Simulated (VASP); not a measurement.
Set up this calculation in VASP 6.6.1, as the native input.

| Quantity | Value |
| --- | --- |
| Task | relaxation of cell and atoms |
| Functional | PBE0 |
| Potentials or basis | VASP PAW PBE potentials, release 64 (Al) |
| Cutoff | 600 eV |
| k mesh | 6 × 6 × 6 |
| Occupations | fermi-dirac, width 0.05 eV |
| Spin | no spin polarisation |
| Grid for exact exchange (PRECFOCK) | Fast |
| Exchange at q = 0 | truncated |
| Further INCAR settings | ALGO = Normal; EDIFF = 1e-06; IBRION = 2; EDIFFG = -0.01; NSW = 40; ISIF = 3 |

Crystal: Al.

```
Al
1.0
     0.00000    2.02481    2.02481
     2.02481    0.00000    2.02481
     2.02481    2.02481    0.00000
Al
1
Direct
  0.00000 0.00000 0.00000
```

One way to write it, as run:

POSCAR

```
Al
1.0
    0.0000000000      2.0248050000      2.0248050000
    2.0248050000      0.0000000000      2.0248050000
    2.0248050000      2.0248050000      0.0000000000
Al
1
Direct
    0.0000000000      0.0000000000      0.0000000000
```

INCAR.step1

```
PREC     = Accurate       # precision mode
ENCUT    = 600            # plane-wave cutoff, eV
EDIFF    = 1E-5           # SCF threshold, eV
ISMEAR   = -1             # smearing method
SIGMA    = 0.05           # smearing width, eV
LREAL    = F              # projectors in reciprocal space
LASPH    = T              # aspherical terms in the spheres
NELM     = 80             # most SCF steps
ALGO     = Normal         # electronic algorithm
LWAVE    = T              # write WAVECAR
LCHARG   = F              # write CHGCAR
GGA      = PE             # functional
```

INCAR.step2

```
PREC     = Accurate       # precision mode
ENCUT    = 600            # plane-wave cutoff, eV
EDIFF    = 1E-6           # SCF threshold, eV
ISMEAR   = -1             # smearing method
SIGMA    = 0.05           # smearing width, eV
LREAL    = F              # projectors in reciprocal space
LASPH    = T              # aspherical terms in the spheres
NELM     = 80             # most SCF steps
ALGO     = Normal         # electronic algorithm
ISIF     = 3              # what is computed and relaxed
LWAVE    = F              # write WAVECAR
LCHARG   = F              # write CHGCAR
GGA      = PE             # functional
LHFCALC  = T              # exact exchange
AEXX     = 0.25           # exact-exchange fraction
PRECFOCK = Fast         
HFRCUT   = -1           
IBRION   = 2              # ionic algorithm
NSW      = 40             # ionic steps
EDIFFG   = -0.01          # ionic threshold
ISTART   = 1
```

KPOINTS

```
Automatic mesh
0
Gamma
  6 6 6
```

Potentials or basis: VASP PAW PBE potentials, release 64 (Al).

Run with:

```bash
$ cat potpaw_PBE.64/Al/POTCAR > POTCAR
$ cp INCAR.step1 INCAR
$ mpirun -np 1 vasp_std > vasp.out
$ cp INCAR.step2 INCAR
$ mpirun -np 1 vasp_std > vasp.out
```

It gave:

The relaxed volume is 16.31 Å³/atom, the relaxed cell is a = 2.847 Å, b = 2.847 Å, c = 2.847 Å, α = 60.00°, β = 60.00°, γ = 60.00° and the space group after relaxing (to 0.05 Å) is Fm-3m (No. 225). The energy gained by relaxing is 1.4 meV/atom. The ionic steps are 3 and the pressure after relaxing is 0.0 GPa. The band gap on the k mesh is none (metal or under the smearing width).

Caveat: the k mesh is coarse (spacing up to 0.45 Å⁻¹), so the values aren't converged, least of all with exact exchange; the PAW data sets were made with another functional, which shifts forces and pressure a little.

Run time: 70 s on 1 thread of Intel(R) Xeon(R) Platinum 8375C CPU @ 2.90GHz (Ice Lake) (shared host), peak memory 0.14 GiB.
